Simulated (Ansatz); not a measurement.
Runs of Ansatz 0.2.0 on PbS (Galena). Symmetry: Fm-3m, No. 225, cubic system. Conventional cell: a = 5.931 Å, b = 5.931 Å, c = 5.931 Å, α = 90.00°, β = 90.00°, γ = 90.00°. Around Pb (site symmetry m-3m) lie 6 S at 2.97 Å. S (site symmetry m-3m) has 6 Pb at 2.97 Å as nearest neighbours. 

```csv
task,level,potentials or basis,spin,cell,k mesh,cutoff (eV),smearing,basis error allowed,mesh quality,gap on the mesh (eV),pressure (GPa),relaxed volume (Å³/atom)
relaxation of cell and atoms,PBE+D3(BJ),"all-electron LAPW, scalar-relativistic",off,relaxed,8 × 8 × 8,-,fermi-dirac 0.05 eV,0.001 eV/atom,not flagged,-,0.0,26.14
elastic constants,PBE,"all-electron LAPW, scalar-relativistic",off,as given,6 × 6 × 6,189,fermi-dirac 0.05 eV,0.001 eV/atom,not flagged,0.36,2.2,-
relaxation of cell and atoms,PBE+D4,"all-electron LAPW, scalar-relativistic",off,relaxed,8 × 8 × 8,-,fermi-dirac 0.05 eV,0.001 eV/atom,not flagged,-,0.0,26.15
single point,PBE,"all-electron LAPW, scalar-relativistic",off,as given,3 × 3 × 3,156,fermi-dirac 0.02 eV,0.003 eV/atom,coarse,-,1.2,-
band structure,PBEsol,"all-electron LAPW, relativistic spinors","SOC, no magnetisation",as given,6 × 6 × 6,178,fermi-dirac 0.05 eV,0.001 eV/atom,not flagged,(b),(a),-
```

Fill in the values left out.

(a) -1.6; (b) 0.17.

Caveats: some runs use coarse meshes; spin-orbit coupling is left out, which as a rule narrows the gap of such compounds by several tenths of an eV (some runs).

A k mesh can miss the band edges, and rows without SOC leave out spin-orbit coupling on Pb.
